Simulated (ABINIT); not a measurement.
# GaP (F-43m) in ABINIT: notebook

Aim: see how the results for GaP move with the level of theory and the settings. Levels: HCTH407, LDA-Teter, WC. Tasks: band structure, equation of state.

Program: ABINIT 10.8.3 (patched build). These are calculated values, not measurements. Logs are shortened: lines on timing, memory, paths and dates and some standing lists are left out, and cuts for length are marked. The log counts tension as positive stress, the text compression.

**Experimental background.**

“Stacking defects in GaP nanowires: Electronic structure and optical properties”, 2018, arxiv:1810.01194 quotes, for a bulk crystal of GaP at 10 K: band gap 2.34 eV (indirect).

From “Phosphorous dimerization in GaP at high pressure”, 2017, arxiv:1709.06667, for a bulk crystal of GaP: bulk modulus 87.5 ± 0.6 GPa.

The runs below are set against these values where they give the same quantity.

## (1) The structure

Symmetry: F-43m, No. 216, cubic system. The conventional cell has a = 5.451 Å, b = 5.451 Å, c = 5.451 Å, α = 90.00°, β = 90.00°, γ = 90.00°. Ga (site symmetry -43m) has 4 P at 2.36 Å as nearest neighbours. P (site symmetry -43m) has 4 Ga at 2.36 Å as nearest neighbours.

## (2) Band structure, HCTH407

Contents of run.abi:

```
# Datasets: ground state, then fixed potential
ndtset 2

# Pseudopotentials
pp_dirpath "./"
pseudos "Ga.upf, P.upf"

# Structure
acell 3.8540855109 3.8540855109 3.8540855109 Angstrom
rprim
     0.0000000000     0.7071067812     0.7071067812
     0.7071067812     0.0000000000     0.7071067812
     0.7071067812     0.7071067812     0.0000000000
ntypat 2
znucl 31 15
natom 2
typat 1 2
xred
     0.0000000000     0.0000000000     0.0000000000
     0.7500000000     0.7500000000     0.7500000000

# Plane-wave basis
ecut 40.0

# Exchange and correlation
ixc 27

# Bands and occupations
occopt 3
tsmear 0.00183747

# SCF cycle
nstep 100

# Output
iomode 3
prtwf 0
prteig 0
prtebands 0
prtden1 1

# Dataset 1
kptopt1 1
ngkpt1 8 8 8
nshiftk1 1
shiftk1 0.0 0.0 0.0
nband1 13
tolvrs1 1.0e-10

# Dataset 2: bands along G-X-W-K-G-L-U-W-L-K
iscf2 -2
getden2 1
nband2 17
nbdbuf2 2
tolwfr2 1.0e-12
kptopt2 -9
ndivsm2 5
prteig2 1
prtvol2 -3
kptbounds2
     0.0000000000     0.0000000000     0.0000000000
     0.5000000000     0.0000000000     0.5000000000
     0.5000000000     0.2500000000     0.7500000000
     0.3750000000     0.3750000000     0.7500000000
     0.0000000000     0.0000000000     0.0000000000
     0.5000000000     0.5000000000     0.5000000000
     0.6250000000     0.2500000000     0.6250000000
     0.5000000000     0.2500000000     0.7500000000
     0.5000000000     0.5000000000     0.5000000000
     0.3750000000     0.3750000000     0.7500000000
```

Potentials or basis: PseudoDojo NC SR PBE v0.4.1 standard.

Run with:

```console
> abinit run.abi > log 2>&1
```

run.abo:

```text
.Version 10.8.3 of ABINIT
 DATASET    1 : space group F-4 3 m (#216); Bravais cF (face-center cubic)
================================================================================
 Values of the parameters that define the memory need for DATASET  1.
     intxc =       0    ionmov =       0      iscf =       7    lmnmax =       6
     lnmax =       6     mgfft =      45  mpssoang =       3    mqgrid =    3001
     natom =       2  nloc_mem =       1    nspden =       1   nspinor =       1
    nsppol =       1      nsym =      24    n1xccc =    2501    ntypat =       2
    occopt =       3   xclevel =       2
       mpw =        3327          nfft =       91125          nkpt =          29
================================================================================
================================================================================

 DATASET    2 : space group F-4 3 m (#216); Bravais cF (face-center cubic)
================================================================================
 Values of the parameters that define the memory need for DATASET  2.
     intxc =       0    ionmov =       0      iscf =      -2    lmnmax =       6
     lnmax =       6     mgfft =      45  mpssoang =       3    mqgrid =    3001
     natom =       2  nloc_mem =       1    nspden =       1   nspinor =       1
    nsppol =       1      nsym =      24    n1xccc =    2501    ntypat =       2
    occopt =       3   xclevel =       2
       mpw =        3327          nfft =       91125          nkpt =          87
================================================================================
================================================================================

--------------------------------------------------------------------------------
------------- Echo of variables that govern the present computation ------------
--------------------------------------------------------------------------------
 -outvars: echo values of preprocessed input variables --------
            acell      7.2831660814E+00  7.2831660814E+00  7.2831660814E+00 Bohr
              amu      6.97230000E+01  3.09737620E+01
             ecut      4.00000000E+01 Hartree
           getden1          0
           getden2          1
             iscf1          7
             iscf2         -2
              ixc          27
           jdtset        1    2
           kptopt1          1
           kptopt2         -9
         kptrlatt        8    0    0      0    8    0      0    0    8
          kptrlen1     5.82653287E+01
          kptrlen2     3.00000000E+01
            natom           2
            nband1         13
            nband2         17
           nbdbuf1          0
           nbdbuf2          2
           ndtset           2
           ndivsm1          0
           ndivsm2          5
            ngfft          45      45      45
             nkpt1         29
[... 858 lines left out ...]
xred      :
- [  0.0000E+00,   0.0000E+00,   0.0000E+00, Ga]
- [  7.5000E-01,   7.5000E-01,   7.5000E-01,  P]
cartesian_forces: null
force_length_stats: {min: null, max: null, mean: null, }
...

 Integrated electronic density in atomic spheres:
 ------------------------------------------------
 Atom  Sphere_radius  Integrated_density
    1        2.00000         10.81900861
    2        2.00000          2.86326759
================================================================================

 ----iterations are completed or convergence reached----

 Mean square residual over all n,k,spin=   54.804E-14; max=  99.916E-14
 reduced coordinates (array xred) for    2 atoms
       0.000000000000      0.000000000000      0.000000000000
       0.750000000000      0.750000000000      0.750000000000

 cartesian coordinates (angstrom) at end:
    1      0.00000000000000     0.00000000000000     0.00000000000000
    2      4.08787500012308     4.08787500012308     4.08787500012308
 length scales=  7.283166081430  7.283166081430  7.283166081430 bohr
              =  3.854085510900  3.854085510900  3.854085510900 angstroms
 Eigenvalues (hartree) for nkpt=  87  k points:
 kpt#   1, nband= 17, wtk=  1.00000, kpt=  0.0000  0.0000  0.0000 (reduced coord)
  -0.40591   -0.40591   -0.40591   -0.40295   -0.40295   -0.30043    0.15290    0.15290
   0.15290    0.23349    0.30428    0.30428    0.30428    0.51009    0.51376    0.51376
   0.63108
 kpt#   2, nband= 17, wtk=  1.00000, kpt=  0.0357  0.0000  0.0357 (reduced coord)
  -0.40597   -0.40589   -0.40589   -0.40296   -0.40294   -0.29964    0.14617    0.15067
   0.15067    0.23974    0.30255    0.30743    0.30743    0.50698    0.51397    0.51449
   0.63310
 kpt#   3, nband= 17, wtk=  1.00000, kpt=  0.0714  0.0000  0.0714 (reduced coord)
  -0.40612   -0.40582   -0.40582   -0.40299   -0.40292   -0.29730    0.13018    0.14452
   0.14452    0.25365    0.29823    0.31632    0.31632    0.49053    0.51667    0.52508
   0.63757
 kpt#   4, nband= 17, wtk=  1.00000, kpt=  0.1071  0.0000  0.1071 (reduced coord)
  -0.40636   -0.40570   -0.40570   -0.40304   -0.40287   -0.29342    0.11024    0.13569
   0.13569    0.26673    0.29487    0.32970    0.32970    0.47094    0.52029    0.54223
   0.64565
 kpt#   5, nband= 17, wtk=  1.00000, kpt=  0.1429  0.0000  0.1429 (reduced coord)
[... 317 lines left out ...]
   0.08762    0.26206    0.36560    0.40817    0.43331    0.52213    0.54066    0.66930
   0.69795
 kpt#  85, nband= 17, wtk=  1.00000, kpt=  0.4028  0.4028  0.6944 (reduced coord)
  -0.40855   -0.40465   -0.40434   -0.40328   -0.40264   -0.20484   -0.07521    0.01924
   0.08221    0.25690    0.36726    0.42832    0.43695    0.51254    0.53602    0.69900
   0.71332
 kpt#  86, nband= 17, wtk=  1.00000, kpt=  0.3889  0.3889  0.7222 (reduced coord)
  -0.40867   -0.40455   -0.40422   -0.40338   -0.40260   -0.20055   -0.07750    0.01531
   0.07753    0.25207    0.35568    0.44718    0.45408    0.50580    0.53537    0.70965
   0.74237
 kpt#  87, nband= 17, wtk=  1.00000, kpt=  0.3750  0.3750  0.7500 (reduced coord)
  -0.40878   -0.40445   -0.40414   -0.40347   -0.40255   -0.19796   -0.07991    0.01635
   0.07378    0.24819    0.33961    0.46172    0.46892    0.50875    0.54122    0.70446
   0.74112

== END DATASET(S) ==============================================================
================================================================================

 -outvars: echo values of variables after computation  --------
            acell      7.2831660814E+00  7.2831660814E+00  7.2831660814E+00 Bohr
           etotal1    -8.4300285458E+01
            fcart1    -0.0000000000E+00 -0.0000000000E+00 -0.0000000000E+00
                      -0.0000000000E+00 -0.0000000000E+00 -0.0000000000E+00
            rprim      0.0000000000E+00  7.0710678120E-01  7.0710678120E-01
                       7.0710678120E-01  0.0000000000E+00  7.0710678120E-01
                       7.0710678120E-01  7.0710678120E-01  0.0000000000E+00
           strten1    -1.2535871446E-04 -1.2535871446E-04 -1.2535871446E-04
                       0.0000000000E+00  0.0000000000E+00  0.0000000000E+00
           xangst      0.0000000000E+00  0.0000000000E+00  0.0000000000E+00
                       4.0878750001E+00  4.0878750001E+00  4.0878750001E+00
             xred      0.0000000000E+00  0.0000000000E+00  0.0000000000E+00
                       7.5000000000E-01  7.5000000000E-01  7.5000000000E-01
 Calculation completed.
```

It took 3.1 min on 1 thread of Arm Neoverse V1, shared host; peak memory 0.15 GiB.

What came out:

```yaml
Free_energy: -2293.9276 eV
Pressure: 3.7 GPa
Band_gap_on_the_k_mesh: 2.02 eV, indirect (least direct gap 2.19 eV)
Band_gap_along_the_path: 2.02 eV, indirect (least direct gap 2.19 eV)
Valence_electrons_inside_the_program's_atomic_spheres: Ga 10.82; P 2.86
```

Levels at the corners of the path, in eV from the valence-band top:
```tsv
point	band 6	band 7	band 8	band 9	band 10	band 11	band 12	band 13
Γ	-12.34	0.00	0.00	0.00	2.19	4.12	4.12	4.12
X	-9.51	-6.54	-2.57	-2.57	2.14	2.19	10.72	10.72
W	-9.43	-6.34	-3.39	-3.21	4.99	5.06	6.43	6.58
K	-9.55	-6.34	-3.72	-2.15	2.59	5.08	8.40	8.60
Γ	-12.34	0.00	0.00	0.00	2.19	4.12	4.12	4.12
L	-10.37	-6.39	-1.07	-1.07	2.02	4.96	4.96	8.96
U	-9.55	-6.34	-3.72	-2.15	2.59	5.08	8.40	8.60
W	-9.43	-6.34	-3.39	-3.21	4.99	5.06	6.43	6.58
L	-10.37	-6.39	-1.07	-1.07	2.02	4.96	4.96	8.96
K	-9.55	-6.34	-3.72	-2.15	2.59	5.08	8.40	8.60
```

Caveat: the potentials were made for another functional, which shifts forces and pressure.

(Part 1 of 2 ends here.)
